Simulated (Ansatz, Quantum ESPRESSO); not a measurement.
Given: the input of a run of Quantum ESPRESSO 7.5 (ASE script) on AlN. Measurements of this composition are mostly on another form, of space group No. 186.

run.py

```python
import numpy as np
from ase.calculators.espresso import Espresso, EspressoProfile
from ase.io import read

atoms = read('AlN.cif')

input_data = {
    'control': {'calculation': 'scf', 'prefix': 'pwscf', 'outdir': './tmp', 'tprnfor': True, 'tstress': True, 'disk_io': 'low'},
    'system': {'ecutwfc': 84.0, 'nbnd': 9, 'occupations': 'smearing', 'smearing': 'fd', 'degauss': 0.00367493},
    'electrons': {'conv_thr': 4e-10, 'electron_maxstep': 120, 'mixing_beta': 0.5},
}
pseudopotentials = {'N': 'N.upf', 'Al': 'Al.upf'}
profile = EspressoProfile(command='pw.x', pseudo_dir='pseudo')
dft = Espresso(profile=profile, input_data=input_data, pseudopotentials=pseudopotentials, kpts=(10, 10, 10), koffset=(0, 0, 0))
from ase.calculators.mixing import SumCalculator
from dftd4.ase import DFTD4
d4 = DFTD4(method='pbe')
atoms.calc = SumCalculator([dft, d4])

from ase.optimize import LBFGS
from ase.filters import FrechetCellFilter
done = LBFGS(FrechetCellFilter(atoms), trajectory='opt.traj').run(fmax=0.02, steps=30)
print('converged', done)
print('cell (A)', np.round(atoms.cell.cellpar(), 5))
print(f'energy {atoms.get_potential_energy():.8f} eV')
print('forces (eV/A)')
print(np.round(atoms.get_forces(), 6))
print('stress (eV/A^3, Voigt)')
print(np.round(atoms.get_stress(), 8))
print(f'Fermi level {dft.get_fermi_level():.4f} eV')
print(f'D4 part {d4.get_potential_energy(atoms):.8f} eV')
atoms.write('final.traj')
```

File AlN.cif:

```cif
data_AlN
_cell_length_a 3.08863331
_cell_length_b 3.08863331
_cell_length_c 3.08863331
_cell_angle_alpha 60.00000000
_cell_angle_beta 60.00000000
_cell_angle_gamma 60.00000000
_space_group_name_H-M_alt 'P1'
_space_group_name_Hall 'P 1'
_space_group_IT_number 1
loop_
_space_group_symop_operation_xyz
'x,y,z'
loop_
_atom_site_label
_atom_site_type_symbol
_atom_site_symmetry_multiplicity
_atom_site_Wyckoff_symbol
_atom_site_fract_x
_atom_site_fract_y
_atom_site_fract_z
_atom_site_occupancy
Al1 Al 1 a 0.0000000000 0.0000000000 0.0000000000 1
N1 N 1 a 0.2500000000 0.2500000000 0.2500000000 1
```

Potentials or basis: PseudoDojo 0.4.1 SR PBE standard.

The run is started by

```bash
$ OMP_NUM_THREADS=1 python run.py
```

Problem. Set up the same calculation for Ansatz 0.2.0. Potentials or basis there: Ansatz PAW, cutoff 420 eV.

Solution. As run (cutoffs and basis follow the program's own potentials, and thresholds, step limits or extra output files can differ):

File input.yaml:

```yaml
crystal:
  lattice:
    - [0.0, 2.1839935596, 2.1839935596]
    - [2.1839935596, 0.0, 2.1839935596]
    - [2.1839935596, 2.1839935596, 0.0]
  atoms:
    - { symbol: Al, position: [0.0, 0.0, 0.0] }
    - { symbol: "N", position: [0.25, 0.25, 0.25] }
hamiltonian:
  xc: pbe
  pseudopotentials: { kind: paw }
  dispersion: d4
kpoints:
  mp_grid: { grid: [10, 10, 10] }
scf:
  occupations: { method: fermi_dirac, width: 0.05 }
output:
  forces: true
  stress: true
relax:
  f_tol: 0.01
  max_steps: 40
  cell: { stress_tol: 0.05 }
```

Potentials or basis: Ansatz PAW.

Launch:

```bash
$ ansatz run input.yaml --threads 2 --pin off --max-ram 5632MiB --backend cpu --events-out ev --progress --plain --runs-dir out
```

Both were run:

|  | Quantum ESPRESSO | Ansatz |
| --- | --- | --- |
| Relaxed volume | 10.42 Å³/atom | 10.43 Å³/atom |
| Relaxed cell | a = 3.089 Å, b = 3.089 Å, c = 3.089 Å, α = 60.00°, β = 60.00°, γ = 60.00° | a = 3.090 Å, b = 3.090 Å, c = 3.090 Å, α = 60.00°, β = 60.00°, γ = 60.00° |
| Space group after relaxing | F-43m (No. 216) | F-43m (No. 216) |
| Pressure after relaxing | -0.2 GPa | 0.0 GPa |

Ansatz's pressure holds a Pulay term of +0.51 GPa for its cutoff of 420 eV, which the other run lacks.

Where Ansatz's input types no cutoff or centring, it takes its own default and a Γ-centred mesh.

Pressure is positive in compression.
